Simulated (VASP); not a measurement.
A run of VASP 6.6.1:

File INCAR:

```
SYSTEM = Cd
PREC = Accurate ; ENCUT = 600
EDIFF = 1E-6 ; ISMEAR = 1
SIGMA = 0.1 ; LREAL = .FALSE.
LASPH = .TRUE. ; NELM = 80
ALGO = Normal ; ISIF = 3
LWAVE = .FALSE. ; LCHARG = .FALSE.
GGA = PE ; IVDW = 12
IBRION = 2 ; NSW = 90
EDIFFG = -0.01
```

File KPOINTS:

```
regular mesh
0
G
  15 15 7
  0 0 0
```

POSCAR

```
Cd
1.0
    2.9788700000      0.0000000000      0.0000000000
   -1.4894350000      2.5797770946      0.0000000000
    0.0000000000      0.0000000000      5.6176500000
Cd
2
Direct
    0.3333333333      0.6666666667      0.2500000000
    0.6666666667      0.3333333333      0.7500000000
```

Potentials or basis: VASP PAW PBE potentials, release 64 (Cd).

The run is started by

```console
$ cat potpaw_PBE.64/Cd/POTCAR > POTCAR
$ mpirun -np 1 vasp_std > vasp.out
```

Hardware: 1 thread of Intel(R) Xeon(R) 6975P-C (Granite Rapids) (shared host).

Q: Estimate the wall time of this run.

A: Run time: 28 s on 1 thread of Intel(R) Xeon(R) 6975P-C (Granite Rapids), on a shared host, peak memory 0.23 GiB. Counts: scf iterations 16, k points 108, ion steps 2.
